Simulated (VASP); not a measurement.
**A VASP 6.6.1 single-point calculation on AlAs**

INCAR

```
NBANDS = 11
LREAL = .FALSE.
SIGMA = 0.02
ISIF = 2
METAGGA = RTPSS
IBRION = -1
ENCUT = 520
NELM = 78
LWAVE = .FALSE.
LCHARG = .FALSE.
PREC = Accurate
ISMEAR = -1
NSW = 0
TIME = 0.1
ALGO = Damped
EDIFF = 1E-7
LASPH = .TRUE.
```

KPOINTS

```
KPOINTS created by Atomic Simulation Environment
0
Gamma
2 2 2
0 0 0
```

POSCAR

```
Al As
 1.0000000000000000
     0.0000000000000000    2.9042199038000001    2.9042199038000001
     2.9042199038000001    0.0000000000000000    2.9042199038000001
     2.9042199038000001    2.9042199038000001    0.0000000000000000
 Al  As
   1   1
Cartesian
  0.0000000000000000  0.0000000000000000  0.0000000000000000
  1.4521099519000000  1.4521099519000000  1.4521099519000000
```

The recommended PBE PAW datasets give the neutral cell 8 valence electrons.

Command

```
mpirun -np 1 vasp_std
```

Problem. How does this run end, and what does it give?

Solution. It converged. Results: gap between bands v and c on the k mesh 1.53 eV; least direct gap on the k mesh 1.86 eV; pressure 0.5 GPa. Band v is the last that the valence electrons fill when counted band by band, and c is the next.

OSZICAR

```
N       E                     dE             d eps       ncg     rms           ort
DAV:   1     0.402300798370E+02    0.40230E+02   -0.33506E+03    33   0.657E+02
DAV:   2     0.796668512822E+01   -0.32263E+02   -0.30767E+02    33   0.121E+02
DAV:   3     0.359531918454E+00   -0.76072E+01   -0.67039E+01    33   0.547E+01
DAV:   4    -0.176482088235E+01   -0.21244E+01   -0.20636E+01    33   0.292E+01
DAV:   5    -0.232907602424E+01   -0.56426E+00   -0.56125E+00    33   0.133E+01
SDA:   6    -0.146547011741E+01    0.86361E+00   -0.11457E+00    33   0.115E+01   0.000E+00
DMP:   7    -0.157340379450E+01   -0.10793E+00   -0.15305E+00    33   0.888E+00   0.101E+01
DMP:   8    -0.171140254339E+01   -0.13800E+00   -0.13524E+00    33   0.573E+00   0.123E+01
DMP:   9    -0.182878782291E+01   -0.11739E+00   -0.94648E-01    33   0.316E+00   0.993E+00
DMP:  10    -0.190792996674E+01   -0.79142E-01   -0.55455E-01    33   0.154E+00   0.632E+00
...
DMP:  31    -0.200099861521E+01   -0.36296E-05   -0.27585E-05    33   0.111E-04   0.260E-04
DMP:  32    -0.200100095264E+01   -0.23374E-05   -0.18815E-05    33   0.779E-05   0.174E-04
DMP:  33    -0.200100255577E+01   -0.16031E-05   -0.13242E-05    33   0.535E-05   0.124E-04
DMP:  34    -0.200100367115E+01   -0.11154E-05   -0.91836E-06    33   0.350E-05   0.896E-05
DMP:  35    -0.200100442316E+01   -0.75201E-06   -0.61100E-06    33   0.218E-05   0.619E-05
DMP:  36    -0.200100490211E+01   -0.47895E-06   -0.38809E-06    33   0.132E-05   0.403E-05
DMP:  37    -0.200100518912E+01   -0.28701E-06   -0.23920E-06    33   0.806E-06   0.250E-05
DMP:  38    -0.200100535402E+01   -0.16490E-06   -0.14791E-06    33   0.516E-06   0.152E-05
DMP:  39    -0.200100544972E+01   -0.95707E-07   -0.95323E-07    33   0.352E-06   0.948E-06
   1 F= -.20010054E+01 E0= -.20010054E+01  d E =-.615770E-11
```

For comparison, a separate PBE run of the intended cell, on usual settings and not on those above, gives a gap of 1.46 eV on its mesh and a pressure of -2.4 GPa.
